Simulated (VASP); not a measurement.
# BaTiO3 (Barioperovskite) (Amm2) in VASP: a series of runs

Runs on BaTiO3 (Barioperovskite). Level: PBEsol. Tasks: relaxation of cell and atoms.

All numbers are computed with VASP 6.6.1; they aren't measurements. Logs are shortened: lines on timing, memory, paths and dates and some standing lists are left out, and cuts for length are marked.

### 1 Starting point

Symmetry: Amm2, No. 38, orthorhombic system. Conventional cell: a = 3.986 Å, b = 5.674 Å, c = 5.690 Å, α = 90.00°, β = 90.00°, γ = 90.00°. Ba (site symmetry mm2) is surrounded by 12 O at 2.77 to 2.92 Å. Around Ti (site symmetry mm2) lie 6 O at 1.93 to 2.09 Å. Around O (site symmetry mm2) lie 2 Ti at 2.00 Å. O (site symmetry m) is surrounded by 2 Ti at 1.93 to 2.09 Å.

### 2 Relaxation of cell and atoms, PBEsol

File INCAR:

```
SYSTEM = BaTiO3
  ALGO = Normal
  EDIFF = 1E-6
  EDIFFG = -0.01
  ENCUT = 600
  GGA = PS
  IBRION = 2
  ISIF = 3
  ISMEAR = 1
  KPAR = 2
  LASPH = .True.
  LCHARG = .False.
  LREAL = .False.
  LWAVE = .False.
  NELM = 80
  NSW = 90
  PREC = Accurate
  SIGMA = 0.1
```

File KPOINTS:

```
k-points
0
Gamma
  10 10 10
  0 0 0
```

File POSCAR:

```
BaTiO3
1.0
    3.9855000000      0.0000000000      0.0000000000
    0.0000000000      2.8369000000      2.8451500000
    0.0000000000     -2.8369000000      2.8451500000
Ba Ti O
1 1 3
Direct
    0.0000000000      0.0000000000      0.0000000000
    0.5000000000      0.5124000000      0.5124000000
    0.0000000000      0.4874000000      0.4874000000
    0.5000000000      0.5052400000      0.9918400000
    0.5000000000      0.9918400000      0.5052400000
```

Potentials or basis: VASP PAW PBE potentials, release 64 (Ba_sv, Ti_sv, O).

Command:

```
cat potpaw_PBE.64/Ba_sv/POTCAR potpaw_PBE.64/Ti_sv/POTCAR potpaw_PBE.64/O/POTCAR > POTCAR
mpirun -np 2 vasp_std > vasp.out
```

OUTCAR:

```text
SYSTEM = BaTiO3
   EDIFF = 1E-6
   EDIFFG = -0.01
   ENCUT = 600
   GGA = PS
   IBRION = 2
   ISIF = 3
   ISMEAR = 1
   LASPH = .True.
   LREAL = .False.
   NELM = 80
   NSW = 90
   PREC = Accurate

 ion  position               nearest neighbor table
   1  0.000  0.000  0.000-   3 2.77   4 2.81   5 2.81   4 2.81   5 2.81   3 2.84   3 2.84   4 2.84
                             5 2.84   5 2.84   4 2.84   3 2.92   2 3.42   2 3.42   2 3.47   2 3.47
   2  0.500  0.512  0.512-   4 1.93   5 1.93   3 2.00   3 2.00   5 2.09   4 2.09   1 3.42   1 3.42
                             1 3.47   1 3.47   1 3.47   1 3.47   1 3.53   1 3.53
   3  0.000  0.487  0.487-   2 2.00   2 2.00   1 2.77   1 2.84   1 2.84   1 2.92
   4  0.500  0.505  0.992-   2 1.93   2 2.09   1 2.81   1 2.81   1 2.84   1 2.84
   5  0.500  0.992  0.505-   2 1.93   2 2.09   1 2.81   1 2.81   1 2.84   1 2.84

  LATTYP: Found a base centered orthorhombic cell.
 ALAT       =     5.6738000000
 B/A-ratio  =     1.0029081039
 C/A-ratio  =     0.7024392823

  Lattice vectors:

 A1 = (   0.0000000000,   2.8369000000,  -2.8451500000)
 A2 = (   0.0000000000,   2.8369000000,   2.8451500000)
 A3 = (   3.9855000000,   0.0000000000,   0.0000000000)

Analysis of symmetry for initial positions (statically):
=====================================================================
 Subroutine PRICEL returns:
 Original cell was already a primitive cell.

 Routine SETGRP: Setting up the symmetry group for a
 base centered orthorhombic supercell.

 Subroutine GETGRP returns: Found  4 space group operations
 (whereof  4 operations were pure point group operations)
 out of a pool of  8 trial point group operations.

The static configuration has the point symmetry C_2v.

Analysis of symmetry for dynamics (positions and initial velocities):
=====================================================================
 Subroutine PRICEL returns:
 Original cell was already a primitive cell.

 Routine SETGRP: Setting up the symmetry group for a
 base centered orthorhombic supercell.

 Subroutine GETGRP returns: Found  4 space group operations
 (whereof  4 operations were pure point group operations)
 out of a pool of  8 trial point group operations.

The dynamic configuration has the point symmetry C_2v.

 Subroutine INISYM returns: Found  4 space group operations
 (whereof  4 operations are pure point group operations),
 and found     1 'primitive' translations
[... 124 lines left out ...]
  Thomas-Fermi vector in A             =   2.520525
   LORBIT       =      0    0 simple, 1 ext, 2 COOP (PROOUT), +10 PAW based schemes
   GGA     = PS    functional components
   LHFCALC =     F    Hartree Fock is set to
   AEXX    =    0.0000 exact exchange contribution
   IVDW    =     0    specifies the selected vdW correction
   LEPSILON=     F    determine dielectric tensor
   LRPA    =     F    only Hartree local field effects (RPA)
 conjugate gradient relaxation of ions
 non-spin polarized calculation
 Methfessel and Paxton  Order N= 1 SIGMA  =   0.10
  energy-cutoff  :      600.00
  volume of cell :       64.34
 maximum number of plane-waves:      2194
 NGX is ok and might be reduce to    32
   NGX = 15   NGY = 17   NGZ = 17

--------------------------------------- Ionic step        1  -------------------------------------------

 number of electron      39.9999992 magnetization

 Free energy of the ion-electron system (eV)
  ---------------------------------------------------
  ext. energy  EPLUGINS =         0.00000000
  ---------------------------------------------------
  free energy    TOTEN  =       -41.98239176 eV

  energy without entropy =      -41.98370071  energy(sigma->0) =      -41.98282808

------------------------ aborting loop because EDIFF is reached ----------------------------------------

  FORCE on cell =-STRESS in cart. coord.  units (eV):
  Direction    XX          YY          ZZ          XY          YZ          ZX
  --------------------------------------------------------------------------------------
  -------------------------------------------------------------------------------------
  Total       -0.8664376     -0.8057202     -1.0586868      0.0000000      0.0000000      0.0000000
  in kB      -21.5767423    -20.0647076    -26.3642896      0.0000000      0.0000000      0.0000000
  external PRESSURE =     -22.6685798 kB  Pullay stress =       0.0000000 kB
[... 98 lines left out ...]
  FREE ENERGIE OF THE ION-ELECTRON SYSTEM (eV)
  ---------------------------------------------------
  free  energy   TOTEN  =       -41.9942365598 eV

  energy  without entropy=      -41.9954788482  energy(sigma->0) =      -41.99465066

[... ionic steps 4 to 14 ...]

--------------------------------------- Ionic step       15  -------------------------------------------

 number of electron      39.9999992 magnetization

------------------------ aborting loop because EDIFF is reached ----------------------------------------
[... 73 lines left out ...]
--------------------------------------- Ionic step       17  -------------------------------------------

 number of electron      39.9999992 magnetization

 Free energy of the ion-electron system (eV)
  ---------------------------------------------------
  ext. energy  EPLUGINS =         0.00000000
  ---------------------------------------------------
  free energy    TOTEN  =       -42.01306213 eV

  energy without entropy =      -42.01407603  energy(sigma->0) =      -42.01340009

 E-fermi :   3.6828     XC(G=0): -11.4971

 val. band max:        3.6781047881   @ k =   0.5000   0.5000   0.5000
 cond. band min:       5.7784922966   @ k =   0.0000   0.0000   0.0000
 fundamental gap:      2.1003875086
 Fermi energy:         3.6828181377

 k-point     1 :       0.0000    0.0000    0.0000
  band No.  band energies     occupation
      1     -52.4476      2.00000
      2     -28.8282      2.00000
      3     -28.8238      2.00000
      4     -28.7763      2.00000
      5     -21.1154      2.00000
      6     -13.1271      2.00000
[... 637 lines left out ...]
     23       7.6165      0.00000
     24       8.5799      0.00000

 [... further k-points ...]

------------------------ aborting loop because EDIFF is reached ----------------------------------------

  FORCE on cell =-STRESS in cart. coord.  units (eV):
  Direction    XX          YY          ZZ          XY          YZ          ZX
  --------------------------------------------------------------------------------------
  -------------------------------------------------------------------------------------
  Total       -0.0061404      0.0012753     -0.0129656      0.0000000      0.0000000      0.0000000
  in kB       -0.1532798      0.0318359     -0.3236526      0.0000000      0.0000000      0.0000000
  external PRESSURE =      -0.1483655 kB  Pullay stress =       0.0000000 kB
[... 20 lines left out ...]
  FREE ENERGIE OF THE ION-ELECTRON SYSTEM (eV)
  ---------------------------------------------------
  free  energy   TOTEN  =       -42.0130621253 eV

  energy  without entropy=      -42.0140760291  energy(sigma->0) =      -42.01340009

 reached required accuracy - stopping structural energy minimisation
```

Run time: 17 min. Hardware: 2 MPI ranks of Intel Xeon Platinum 8259CL at 2.50GHz (Skylake/Cascade Lake), shared host; peak memory 0.47 GiB.

What came out:

| Item | Value |
| --- | --- |
| Free energy | -42.0131 eV |
| Relaxed volume | 12.84 Å³/atom |
| Relaxed cell | a = 3.960 Å, b = 4.026 Å, c = 4.026 Å, α = 89.76°, β = 90.00°, γ = 90.00° |
| Space group after relaxing (to 0.05 Å) | Amm2 (No. 38) |
| Energy gained by relaxing | 6.1 meV/atom |
| Ionic steps | 17 |
| Pressure after relaxing | 0.0 GPa |
| Largest force after relaxing | 0.006 eV/Å |
| Band gap on the k mesh | 2.10 eV, indirect (least direct gap 2.48 eV) |

Forces on the atoms (eV/Å):
```
Ba   0.000  0.000 -0.002
Ti   0.000  0.000 -0.003
O    0.000  0.000 -0.003
O    0.000 -0.004  0.004
O    0.000  0.004  0.004
```

The path:
```
step  energy change (eV)  largest force (eV/Å)  pressure (GPa)  volume (Å³)
   1              0.0000                0.2795           -2.27        64.34
   2             -0.0076                0.1888            2.76        62.66
   3             -0.0118                0.2061            0.82        63.27
   4             -0.0196                0.1547            0.67        63.43
   5             -0.0275                0.0865            0.38        63.83
   6             -0.0276                0.0750            0.36        63.79
   7             -0.0292                0.0986           -0.58        64.20
   8             -0.0293                0.0946           -0.44        64.13
   9             -0.0298                0.0373            0.42        63.91
  10             -0.0300                0.0428            0.14        63.99
  11             -0.0304                0.0236            0.09        64.06
  12             -0.0305                0.0408            0.00        64.16
  13             -0.0305                0.0261           -0.02        64.13
  14             -0.0307                0.0167            0.05        64.15
  15             -0.0307                0.0114            0.07        64.16
  16             -0.0306                0.0201           -0.21        64.25
  17             -0.0307                0.0057           -0.01        64.18
```

Final structure:
```cif
data_structure
_symmetry_space_group_name_H-M 'P 1'
_symmetry_Int_Tables_number 1
_cell_length_a 3.9600
_cell_length_b 4.0259
_cell_length_c 4.0259
_cell_angle_alpha 89.765
_cell_angle_beta 90.000
_cell_angle_gamma 90.000
_cell_volume 64.18
loop_
_atom_site_label
_atom_site_type_symbol
_atom_site_fract_x
_atom_site_fract_y
_atom_site_fract_z
_atom_site_occupancy
Ba1 Ba 0.00000 0.00682 0.00682 1
Ti1 Ti 0.50000 0.52083 0.52083 1
O1 O 0.00000 0.49152 0.49152 1
O2 O 0.50000 0.49405 0.98366 1
O3 O 0.50000 0.98366 0.49405 1
```

Levels at points of the mesh, in eV from the valence-band top:
```
           k point  band 16  band 17  band 18  band 19  band 20  band 21  band 22  band 23  band 24
(0.00, 0.00, 0.00)    -1.34    -1.15    -0.49    -0.47    -0.38     2.10     2.29     2.37     4.37
(0.50, 0.00, 0.00)    -2.21    -1.75    -1.63    -1.14    -1.01     2.49     3.68     3.83     4.35
(0.00, 0.50, 0.00)    -1.94    -1.91    -1.74    -0.93    -0.78     2.33     3.72     3.74     4.35
(0.50, 0.50, 0.00)    -2.74    -1.72    -0.94    -0.92    -0.09     3.76     3.78     4.12     4.89
(0.00, 0.50, 0.50)    -2.77    -1.66    -0.93    -0.87    -0.24     3.72     3.76     4.05     5.15
(0.50, 0.50, 0.50)    -2.43    -2.40    -0.16    -0.02     0.00     4.29     4.32     4.42     6.44
```

Caveat: the PAW data sets were made with another functional, which shifts forces and pressure a little; spin-orbit coupling is left out, which moves the levels of the heavy elements.

### 3 Relaxation of cell and atoms, PBEsol

This run uses another cell than the first one, of 12.84 Å³/atom, 0.998 times its volume.

INCAR, as its differences from that of step 2:

```diff
@@ -2,4 +2,4 @@
   ALGO = Normal
-  EDIFF = 1E-6
-  EDIFFG = -0.01
+  EDIFF = 1E-7
+  EDIFFG = -0.005
   ENCUT = 600
```

KPOINTS is that of step 2.

File POSCAR:

```
BaTiO3                                  
1.0
    3.9600291184      0.0000000000      0.0000000000
    0.0000000000      2.8408957482      2.8525864088
    0.0000000000     -2.8408957482      2.8525864088
  Ba              Ti              O             
     1     1     3
Direct
     0.0000000000000000    0.0068233913709192    0.0068233913709192
     0.5000000000000000    0.5208259102374667    0.5208259102374667
     0.0000000000000000    0.4915200957100500    0.4915200957100500
     0.5000000000000000    0.4940535530413172    0.9836570496402512
     0.5000000000000000    0.9836570496402512    0.4940535530413172
```

Potentials or basis: VASP PAW PBE potentials, release 64 (Ba_sv, Ti_sv, O).

Command:

```
cat potpaw_PBE.64/Ba_sv/POTCAR potpaw_PBE.64/Ti_sv/POTCAR potpaw_PBE.64/O/POTCAR > POTCAR
mpirun -np 2 vasp_std > vasp.out
```

Run time: 2.8 min. Hardware: 2 MPI ranks of Intel Xeon Platinum 8259CL at 2.50GHz (Skylake/Cascade Lake), shared host; peak memory 0.45 GiB.

The run converged. Its results:

* Free energy: -42.0128 eV
* Energy gained by relaxing: 0.0 meV/atom
* Ionic steps: 2
* Pressure after relaxing: 0.0 GPa
* Band gap on the k mesh: 2.10 eV, indirect (least direct gap 2.48 eV)

Forces in eV/Å, atoms in the order of the input:
```
Ba   0.000  0.000 -0.001
Ti   0.000  0.000 -0.002
O    0.000  0.000 -0.001
O    0.000 -0.001  0.002
O    0.000  0.001  0.002
```

Final structure:
```
CELL_PARAMETERS angstrom
3.95995 0.00000 0.00000
0.00000 2.84103 2.85231
0.00000 -2.84103 2.85231
ATOMIC_POSITIONS crystal
Ba 0.00000 0.00681 0.00681
Ti 0.50000 0.52080 0.52080
O 0.00000 0.49149 0.49149
O 0.50000 0.49405 0.98372
O 0.50000 0.98372 0.49405
```

Levels at points of the mesh, in eV from the valence-band top:
```
           k point  band 18  band 19  band 20  band 21  band 22  band 23
(0.00, 0.00, 0.00)    -0.48    -0.47    -0.38     2.10     2.29     2.37
(0.50, 0.00, 0.00)    -1.63    -1.14    -1.01     2.49     3.67     3.83
(0.00, 0.50, 0.00)    -1.74    -0.93    -0.78     2.33     3.71     3.74
(0.50, 0.50, 0.00)    -0.94    -0.92    -0.09     3.76     3.78     4.12
(0.00, 0.50, 0.50)    -0.93    -0.87    -0.24     3.72     3.76     4.05
(0.50, 0.50, 0.50)    -0.16    -0.02     0.00     4.29     4.32     4.42
```

Caveat: the PAW data sets were made with another functional, which shifts forces and pressure a little; spin-orbit coupling is left out, which moves the levels of the heavy elements.
